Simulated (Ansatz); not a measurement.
## BaTiO3 (P4mm), random displacements

Level of theory: Ansatz 0.2.0, DFT PBE, scalar-relativistic, plane waves, PAW. The runs took a 420 eV cutoff, a Γ-centred 8×8×6 mesh and Gaussian smearing (0.05 eV). Spin–orbit coupling is left out, which matters for the heavy elements here. No spin polarisation. Energies are free energies at this smearing, counted from the undisturbed cell; pressure is positive in compression.

The undisturbed cell (relaxed at this level; it needn't be the usual structure):

```
Ba Ti O
1.0
     3.98535    0.00000    0.00000
     0.00000    3.98535    0.00000
     0.00000    0.00000    4.20181
Ba Ti O
1 1 3
Direct
  0.00000 0.00000 0.98632
  0.50000 0.50000 0.46908
  0.50000 0.50000 0.03785
  0.50000 0.00000 0.51738
  0.00000 0.50000 0.51738
```

The atoms are displaced (Å, in the unstrained cell):

```tsv
atom	ux	uy	uz
Ba1	0.068	0.085	0.132
Ti2	0.116	0.185	0.213
O3	-0.147	-0.362	0.056
O4	0.266	-0.142	-0.489
O5	-0.303	0.234	0.089
```

Strain (Voigt, engineering shear): (-0.0051, -0.0050, -0.0052, -0.0146, 0.0190, 0.0003).

Task: What are the energy change, the stress and the forces?

Result: ΔE = 610.0 meV/atom; stress (xx, yy, zz, yz, xz, xy; compression positive) (45.85, 25.05, 2.26, -3.76, 1.97, -1.35) GPa; gap on the mesh 2.63 eV.
```
atom Fx (eV/Å) Fy Fz
 Ba1      -0.26  -0.59  -0.44
 Ti2      -6.68  -2.27  -1.12
  O3       0.57   2.54  -1.70
  O4      -2.79   2.22   2.22
  O5       9.15  -1.90   1.04
```

Cost: 1 run of about 0.47 core-minutes, on Arm Neoverse V2 (shared hosts).